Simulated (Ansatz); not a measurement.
HfS2 in the CdI2 structure (r2SCAN+rVV10 geometry), in Ansatz:

```cif
data_structure
_symmetry_space_group_name_H-M 'P 1'
_symmetry_Int_Tables_number 1
_cell_length_a 3.6303
_cell_length_b 3.6303
_cell_length_c 5.8784
_cell_angle_alpha 90.000
_cell_angle_beta 90.000
_cell_angle_gamma 120.000
_cell_volume 67.09
loop_
_atom_site_label
_atom_site_type_symbol
_atom_site_fract_x
_atom_site_fract_y
_atom_site_fract_z
_atom_site_occupancy
Hf1 Hf 0.00000 0.00000 0.00000 1
S1 S 0.33333 0.66667 0.24463 1
S2 S 0.66667 0.33333 0.75537 1
```

G0W0@PBE with 367 empty bands, a screening cutoff of 180 eV and a 6×6×4 mesh (PAW, contour deformation) gives 1.945 eV over the mesh points, from a PBE gap of 1.036 eV; it sums over 386 bands with 373 plane waves in the screening and a wave cutoff of 420 eV. The G0W0 figures hold for the stated bands, cutoff and mesh and aren't extrapolated. The values are computed, spin-unpolarised, and not measurements.

Q: Estimate the gap with frequency model Godby-Needs pole.

A: 1.939 eV (-0.006 eV), from a Kohn-Sham gap of 1.036 eV.

Q: Estimate the gap with mesh 12×12×4, empty bands 109, screening cutoff 80 eV.

A: 1.838 eV (-0.107 eV), from a Kohn-Sham gap of 1.027 eV.

Q: Estimate the gap with potentials of the kind norm-conserving.

A: 1.968 eV (+0.023 eV), from a Kohn-Sham gap of 1.065 eV.

Q: Estimate the gap with starting point r2SCAN.

A: 2.150 eV (+0.205 eV), from a Kohn-Sham gap of 1.356 eV.

No spin-orbit coupling is included; it can move band edges with weight on the heavy atoms by tenths of an eV.
